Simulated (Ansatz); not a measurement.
# AlH3: the cost of one run

Program: Ansatz 0.2.0. Level of theory: DFT PBE, scalar-relativistic, plane waves, PAW. These are calculated values, not measurements.

## (1) The starting structure

Symmetry: P6/mmm, No. 191, hexagonal system. Conventional cell: a = 3.701 Å, b = 3.701 Å, c = 3.906 Å, α = 90.00°, β = 90.00°, γ = 120.00°. Around Al (site symmetry 6/mmm) lie 8 H at 1.95 to 2.14 Å. Around H (site symmetry 6/mmm) lie 2 Al at 1.95 Å. H (site symmetry -6m2) is surrounded by 3 H at 2.14 Å and 3 Al at 2.14 Å.

Structure file:

```
CELL_PARAMETERS angstrom
3.70088 0.00000 0.00000
-1.85044 3.20506 0.00000
0.00000 0.00000 3.90589
ATOMIC_POSITIONS crystal
Al 0.00000 0.00000 0.00000
H 0.00000 0.00000 0.50000
H 0.33333 0.66667 0.00000
H 0.66667 0.33333 0.00000
```

This is candidate A: Li3N type (P6/mmm, No. 191).

(A quick probe on a coarse mesh, which set the mesh and smearing, is not shown.)

## (3) Coarse relaxation (candidate A)

The input, input.yaml:

```yaml
crystal:
  lattice:
    - [3.7008797041, 0.0, 0.0]
    - [-1.8504398521, 3.2050558402, 0.0]
    - [0.0, 0.0, 3.9058944834]
  atoms:
    - { symbol: Al, position: [0.0, 0.0, 0.0] }
    - { symbol: H, position: [0.0, 0.0, 0.5] }
    - { symbol: H, position: [0.3333333333, 0.6666666667, 0.0] }
    - { symbol: H, position: [0.6666666667, 0.3333333333, 0.0] }
basis:
  ecutwfc: 420
kpoints:
  mp_grid: { grid: [6, 6, 4] }
hamiltonian:
  xc: pbe
scf:
  occupations: { method: gaussian, width: 0.1 }
  lower_state_search: "off"
output:
  forces: true
  stress: true
  eigenvalues: true
relax:
  adjacent_minimum: "off"
  f_tol: 0.04
  max_steps: 70
  cell: { stress_tol: 0.4 }
```

Started as:

```bash
ansatz run input.yaml --threads 1 --pin off --max-ram 2560MiB --backend cpu --events-out ev --progress --plain --runs-dir out
```

What time and memory should one allow on 1 thread of Intel Xeon 6975P-C (Granite Rapids), shared host?

About 2.2 s, with a peak of 0.33 GiB.
